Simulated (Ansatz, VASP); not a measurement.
P: VASP beside Ansatz

INCAR

```
PREC = Accurate
ENCUT = 520
EDIFF = 1E-6
ISMEAR = -1
SIGMA = 0.1
LREAL = F
LASPH = T
NELM = 100
ALGO = Normal
ISIF = 2
LWAVE = F
LCHARG = F
GGA = B5
ALDAX = 1.0
AGGAX = 1.0
AGGAC = 1.0
ALDAC = 0.0
NBANDS = 8
```

File KPOINTS:

```
regular mesh
0
Gamma
  15 15 15
```

POSCAR

```
P
1.0
    0.0000000000      2.0584244593      2.0584244593
    2.0584244593      0.0000000000      2.0584244593
    2.0584244593      2.0584244593      0.0000000000
P
1
Direct
    0.0000000000      0.0000000000      0.0000000000
```

Input for Ansatz:

```yaml
crystal:
  lattice:
    - [0.0, 2.0584244593, 2.0584244593]
    - [2.0584244593, 0.0, 2.0584244593]
    - [2.0584244593, 2.0584244593, 0.0]
  atoms:
    - { symbol: P, position: [0.0, 0.0, 0.0] }
hamiltonian:
  xc: blyp
  pseudopotentials:
    kind: paw
    azcp:
      P: "pseudopotentials/P.paw.azcp"
basis:
  ecutwfc: 420
  fft_grid_basis: typed
kpoints:
  mp_grid: { grid: [15, 15, 15], shift: [0, 0, 0] }
magnetization:
  spin_polarized: false
scf:
  occupations: { method: fermi_dirac, width: 0.1 }
  lower_state_search: "off"
output:
  stress: true
```

Alike in both runs: task single point; functional BLYP; k mesh 15 × 15 × 15; occupations fermi-dirac, width 0.1 eV; no spin polarisation.

|  | VASP | Ansatz |
| --- | --- | --- |
| version | VASP 6.6.1 | Ansatz 0.2.0 |
| potentials or method | VASP PAW PBE potentials, release 64 (P) | plane waves (420 eV) with PAW, scalar-relativistic |
| plane-wave cutoff (eV) | 520 | 420 |
| valence electrons in the cell | 5 | 5 |

|  | VASP | Ansatz | Ansatz less VASP |
| --- | --- | --- | --- |
| pressure (GPa) | -2.3 | -2.4 | -0.11 |

Caveats: the PAW data sets were made with another functional, which shifts forces and pressure a little (VASP).
